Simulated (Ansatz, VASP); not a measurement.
**InAs: VASP beside Ansatz**

Contents of INCAR:

```
SYSTEM = InAs
ALGO = Normal
EDIFF = 1E-6
EDIFFG = -0.005
ENCUT = 600
GGA = PS
IBRION = 2
ISIF = 3
ISMEAR = -1
LASPH = .TRUE.
LCHARG = .FALSE.
LREAL = .FALSE.
LWAVE = .FALSE.
NELM = 80
NSW = 60
PREC = Accurate
SIGMA = 0.08
```

The input KPOINTS:

```
k-points
0
G
  11 11 11
  0 0 0
```

POSCAR

```
InAs
1.0
    0.0000000000      3.1072325060      3.1072325060
    3.1072325060      0.0000000000      3.1072325060
    3.1072325060      3.1072325060      0.0000000000
In As
1 1
Direct
    0.0000000000      0.0000000000      0.0000000000
    0.2500000000      0.2500000000      0.2500000000
```

Input for Ansatz:

```yaml
crystal:
  lattice:
    - [0.0, 3.107232506, 3.107232506]
    - [3.107232506, 0.0, 3.107232506]
    - [3.107232506, 3.107232506, 0.0]
  atoms:
    - { symbol: In, position: [0.0, 0.0, 0.0] }
    - { symbol: As, position: [0.25, 0.25, 0.25] }
kpoints:
  mp_grid: { grid: [11, 11, 11] }
scf:
  occupations: { method: fermi_dirac, width: 0.08 }
hamiltonian:
  xc: pbesol
  pseudopotentials: { kind: paw }
output:
  forces: true
  stress: true
relax:
  f_tol: 0.005
  max_steps: 40
  cell: {}
```

Alike in both runs: task relaxation of cell and atoms; functional PBEsol; k mesh 11 × 11 × 11; occupations fermi-dirac, width 0.08 eV; no spin polarisation.

```csv
,VASP,Ansatz
version,VASP 6.6.1,Ansatz 0.2.0
potentials or method,"VASP PAW PBE potentials, release 64 (In_d, As)","PAW with Ansatz's default frozen-core files, scalar-relativistic"
plane-wave cutoff (eV),600,420
valence electrons in the cell,18,28
```

|  | VASP | Ansatz | Ansatz less VASP |
| --- | --- | --- | --- |
| relaxed volume (Å³/atom) | 28.26 | 28.20 | -0.064 |
| relaxed cell length with the largest relative difference (Å) | 4.308 | 4.305 | -0.0032 |
| energy change over the relaxation (meV/atom) | -17 | -18 | -1.1 |

The two sets of potentials don't hold the same shells in valence.

Caveats: the PAW data sets were made with another functional, which shifts forces and pressure a little (VASP).
